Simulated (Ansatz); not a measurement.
WC: a vibration from a frozen displacement

Method: Ansatz, DFT PBE, scalar-relativistic, plane waves, PAW. Cutoff 420 eV, Γ-centred 18×18×16 k-points, Gaussian smearing of 0.15 eV. Spin–orbit coupling is left out, which matters for the heavy elements here. No spin polarisation. Energies are free energies at this smearing, counted from the undisturbed cell; pressure is positive in compression.

Reference structure (as given, not relaxed at this level; it stands at 8.5 GPa):

```yaml
crystal:
  lattice:
    - [2.90050, 0.00000, 0.00000]
    - [-1.45025, 2.51191, 0.00000]
    - [0.00000, 0.00000, 2.82900]
  atoms:
    - { symbol: W, position: [0.00000, 0.00000, 0.00000] }
    - { symbol: C, position: [0.66667, 0.33333, 0.50000] }
```

Every C atom is moved by x along the Cartesian unit vector (0.000, 0.000, -1.000); the cell and all other atoms stay fixed. The cell's volume is 20.61 Å³; the moved atoms weigh 12.011 u together and the others 183.840 u. Some rows repeat others by symmetry and weren't run.

```
  x (Å)  ΔE (meV/cell) total force on the moved atoms along the move (eV/Å) pressure (GPa)
-0.2000         303.71                                                3.1633         17.5609
-0.1750         230.27                                                2.7125         15.4338
-0.1500         167.92                                                2.2804         13.5889
-0.1250         115.99                                                1.8771         12.0244
-0.1000          73.94                                                1.4889         10.7364
-0.0750          41.47                                                1.1098          9.7357
-0.0500          18.39                                                0.7368          9.0235
-0.0250           4.59                                                0.3674          8.5966
 0.0000           0.00                                                0.0000          8.4542
 0.0250           4.59                                               -0.3674          8.5966
 0.0500          18.39                                               -0.7368          9.0235
 0.0750          41.47                                               -1.1098          9.7357
 0.1000          73.94                                               -1.4889         10.7364
 0.1250         115.99                                               -1.8771         12.0244
 0.1500         167.92                                               -2.2804         13.5889
 0.1750         230.27                                               -2.7125         15.4338
 0.2000         303.71                                               -3.1633         17.5609
```

Task: What frequency belongs to this motion?

Result: The force constant is k = −dF/dx = 14.696 eV/Å², from the parabola through x = -0.0250, 0 and 0.0250. In every cell the moved atoms swing against the rest, so the mass is μ = m₁m₂/(m₁ + m₂) = 11.274 u, and ν̃ = 521.5 cm⁻¹ × √(|k|/μ) = 595 cm⁻¹, at this cell's pressure of 8.5 GPa. To first order in x, and within 1 %, the force on every atom lies along the move and, within each of the two groups, in proportion to the atom's mass, so this is itself a mode at the zone centre of this cell.

Task: How far does the harmonic law reach?

Result: At x = -0.200 Å, kx²/2 = 293.92 meV against the computed 303.71 meV (+3.3 %): the well is still close to harmonic there.

Task: The pressure changes with x². What does that say about the frequency under compression?

Result: With E = k(V)x²/2, k ∝ V^(−2γ) and x scaling with the cell as V^(1/3), P − P0 = −∂E/∂V = (2γ − 2/3) ΔE/V. At x = 0.0500 Å, V(P − P0) = 20.61 × 0.56924 / 160.2 eV = 73.23 meV and ΔE = 18.39 meV, so γ = 1/3 + V(P − P0)/(2ΔE) = 2.32. This is the Grüneisen parameter of the motion under uniform scaling of the cell: shrinking the cell evenly by 1 % in volume raises the frequency by about 2.32 %.

In a metal these slopes depend on the k mesh and the smearing.

The carbon sublattice sits in a stiff, single well, and its motion along c is a hard optical mode at 595 cm⁻¹. Strong covalent W 5d–C 2p bonding supplies the restoring force, and the light carbon carries nearly all of the motion, so the reduced mass stays close to that of carbon. The horizontal mirror plane through the carbon layer forbids a cubic term. The leading anharmonicity is therefore quartic, and it stiffens the well, probably because carbon is pushed against the three tungsten atoms of one face of its trigonal prism.

The positive Grüneisen parameter fits bonds that stiffen as they shorten, and implies a somewhat lower frequency for the cell relaxed to zero pressure. Although the W–C bond is polar, metallic screening removes the long-range field that would split longitudinal and transverse modes in an insulator, so no such correction is needed. A single zone-centre mode settles neither dynamical stability across the Brillouin zone nor the thermal expansion, which depends on all the phonons.
